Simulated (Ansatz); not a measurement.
# TiO2 (R-3m): check of PAW against all-electron LAPW from a Python script

A script is to give a check of PAW against all-electron LAPW; the system is TiO2 (R-3m).

Computed with Ansatz 0.2.0, driven from Python. The levels of theory stand in the script.

## 1. The structure

Symmetry: R-3m, No. 166, trigonal system. The conventional cell has a = 2.995 Å, b = 2.995 Å, c = 20.945 Å, α = 90.00°, β = 90.00°, γ = 120.00°. Ti (site symmetry -3m) has 6 O at 1.98 Å as nearest neighbours. Around O (site symmetry 3m) lie 3 Ti at 1.98 Å.

No structure file is read: the coordinates are typed or built in the script.

## 2. The code

The input, run_paw_lapw.py:

```python
'''PAW against all-electron LAPW for TiO2.'''

import logging
import sys

import ansatz as az
import numpy as np

logging.basicConfig(stream=sys.stdout, format='%(name)s: %(message)s')
logger = logging.getLogger('ansatz_job')
logger.setLevel(logging.INFO)

config = {
    'kmesh': (7, 7, 7),
    'mixing_beta': 0.7,
    'n_empty': 2,
    'functional': 'pbesol',
    'smearing': 'fixed',
}


def count_gap(report):
    # lowest empty less highest filled band, counting bands; zero where they overlap
    return max(report.get('gap_by_band_count_ev') or 0.0, 0.0)


def main() -> None:
    structure = (
        az.Lattice.of((1.497331, 0.864485, 6.981544), (-1.497331, 0.864485, 6.981544), (0.0, -1.728969, 6.981544))
        .atom('Ti', (0.0, 0.0, 0.0))
        .atom('O', (0.620467, 0.620467, 0.620467))
        .atom('O', (0.379533, 0.379533, 0.379533))
    )

    job = (
        structure.calculation()
        .kpoints(mesh=config['kmesh'])
        .mixing('anderson', beta=config['mixing_beta'])
        .scf(extra_bands=config['n_empty'])
        .functional(config['functional'])
        .occupations(config['smearing'])
        .stress()
        .forces()
        .band_table()
    )
    variants = {
        'PAW': job.pseudopotentials('paw'),
        'LAPW': job.pseudopotentials('all_electron', lapw=True),
    }
    # totals differ by the cores that each treatment holds, so compare what does not depend on them
    rows = []
    for label, variant in variants.items():
        data = variant.run(threads=1).report
        levels = np.array(data['eigenvalues_ev'][0]) - data['fermi_energy_ev']
        print(label, 'levels at the first k-point near E_F:', np.round(levels[np.abs(levels) < 5], 3))
        rows.append((label, data['n_electrons'], np.trace(data['stress_gpa']) / 3, float(np.abs(data['forces_ev_ang']).max()), count_gap(data)))
    logger.info('     treatment  electrons in bands           P GPa  max force component eV/A  gap by band count eV')
    for row in rows:
        logger.info(f'{str(row[0]):>14s}  {row[1]:18.1f}  {row[2]:14.3f}  {row[3]:24.4f}  {row[4]:20.3f}')


if __name__ == '__main__':
    main()
```

## 3. What the engine is handed

The package turns the script's settings into the engine's input (first run):

```yaml
crystal:
  lattice:
    - [1.497331, 0.864485, 6.981544]
    - [-1.497331, 0.864485, 6.981544]
    - [0.0, -1.728969, 6.981544]
  atoms:
    - { symbol: Ti, position: [0.0, 0.0, 0.0] }
    - { symbol: O, position: [0.620467, 0.620467, 0.620467] }
    - { symbol: O, position: [0.379533, 0.379533, 0.379533] }
kpoints:
  mp_grid:
    grid: [7, 7, 7]
hamiltonian:
  xc: pbesol
  pseudopotentials:
    kind: paw
scf:
  n_extra_bands: 2
  mixing:
    algorithm: anderson
    beta: 0.7
  occupations:
    method: fixed
output:
  forces: true
  stress: true
  eigenvalues: true
```

## 4. The run

Started as:

```sh
python run_paw_lapw.py
```

What it wrote:

```text
DeckWarning: basis.ecutwfc = 420 eV, auto-derived from the records' recommended cutoffs: set by Ti (normal level)
PAW levels at the first k-point near E_F: [-3.679 -3.631 -3.631 -0.628 -0.194 -0.194  2.654  2.654]
RunWarning: iter 2: σ=0 fill of 18 bands saw a band overlap (occupied 3.3385 eV > unoccupied 1.2464 eV) — on an unconverged iterate often a transient of an unconverged empty band; one that stands at the close is told there (band_overlap_at_count); if the run fails to converge, the spectrum is likely genuinely metallic [...]
LAPW levels at the first k-point near E_F: [-3.681 -3.633 -3.633 -0.628 -0.196 -0.196  2.652  2.652]
ansatz_job:      treatment  electrons in bands           P GPa  max force component eV/A  gap by band count eV
ansatz_job:            PAW                24.0          -4.302                    0.4405                 2.654
ansatz_job:           LAPW                36.0          -4.296                    0.4391                 2.652
```

(Warnings from the package without file and line, shortened.)

Run time: 23 s. Hardware: 1 thread of Intel Xeon Platinum 8488C (Sapphire Rapids), shared host; peak memory 0.7 GiB.

## 5. What changed from run to run

The engine's inputs for the other runs:

Run 2, against run 1:

```diff
@@ -16 +16,2 @@
-    kind: paw
+    kind: all_electron
+    lapw: {}
```

## 6. Run by run

The 2 runs, in the order started:

```tsv
run	potentials	energy (eV/atom)	pressure (GPa)	gap on the mesh (eV)	SCF cycles	CPU time (s)
1	paw	-1199.7961	-4.30	2.65	6	1.9
2	all_electron	-9098.3230	-4.30	2.65	10	20
```

Totals hang on method, basis and potentials, so only like runs compare.

## 7. Results

```
              quantity     value
         runs compared         2
difference in pressure  0.01 GPa
     difference in gap  0.002 eV
```

PAW gives -4.302 GPa and LAPW -4.296 GPa, 0.006 GPa apart. They took 1.9 and 20.5 s of processor time. No spin polarisation was allowed. Along an axis with an odd division the mesh misses the point at one half; a gap read on a finite mesh is an upper bound on this functional's gap. The computed bands are complete only to about 2.7 eV above the Fermi level. The Fermi level of a run with fixed occupations marks the highest occupied state on its mesh, not mid-gap. This cell is a computed structure, which may not be the phase found in nature. Levels are Kohn-Sham eigenvalues on this mesh. Pressure is positive in compression; the treatments may keep other shells as core, so totals and counts of electrons can differ.
